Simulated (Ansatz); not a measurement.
**HfO2 under changes of volume**

One of the cells (10.955 Å³/atom); the others are scaled copies at fixed shape and fractional positions:

```xyz
12
Lattice="5.2195 0.0000 0.0000 0.0000 5.0048 0.0000 0.0000 0.0000 5.0327" Properties=species:S:1:pos:R:3 pbc="T T T"
Hf    5.0472    3.6661    3.7314
Hf    2.7820    3.6661    1.2151
Hf    2.4375    1.3387    3.7314
Hf    0.1723    1.3387    1.2151
O     3.2994    4.6477    4.4251
O     4.5298    4.6477    1.9087
O     1.2211    2.7020    2.4776
O     1.3886    2.7020    4.9939
O     3.9984    2.3028    4.9939
O     3.8308    2.3028    2.4776
O     0.6896    0.3571    4.4251
O     1.9201    0.3571    1.9087
```

Measurements of this composition are mostly on another form, of space group No. 14.

```yaml
Program: Ansatz 0.2.0
Functional: PBE
Potentials_or_basis: Ansatz PAW
Cutoff: "420 eV (not typed: the program's choice for these potentials)"
k_mesh: 5 × 6 × 5
Occupations: fermi-dirac, width 0.05 eV
Spin: no spin polarisation
```

```tsv
volume (Å³/atom)	energy over the lowest point (meV/atom)	pressure (GPa)	gap on the mesh (eV)	largest force (eV/Å)
10.298	90.76	29.5	4.69	0.372
10.517	55.47	22.2	4.62	0.279
10.736	29.66	15.7	4.55	0.193
10.955	?	?	?	?
11.175	2.70	4.4	4.41	0.064
11.394	0.00	-0.4	4.35	0.092
11.613	3.63	-4.8	4.28	0.150
```

Task: What does the run at 10.955 Å³/atom give?

Result: Energy over the lowest point 12.33 meV/atom; pressure 9.8 GPa; gap on the mesh 4.48 eV; largest force 0.117 eV/Å.

Worked out: A Birch-Murnaghan fit of order 3 (a polynomial in V^(-2/3)) to the other rows has its minimum at 11.37 Å³/atom with B0 = V·E''(V) = 240 GPa and B' = 4.3 at fixed shape and positions, which overstates the stiffness. It gives 12.34 meV/atom at 10.955 Å³/atom, against the run's 12.33, and -dE/dV = 9.8 GPa, against 9.8. A straight line through the other rows of the gap, of slope -3.41 eV per unit of ln V, gives 4.48 eV, against the run's 4.48.

Energies are extrapolated to zero smearing.

Caveats: odd divisions of the mesh miss points on the zone boundary, where band edges often lie, so the gap on the mesh can be too wide; spin-orbit coupling is left out, which moves the levels of the heavy elements.

A mesh can miss the band edges.
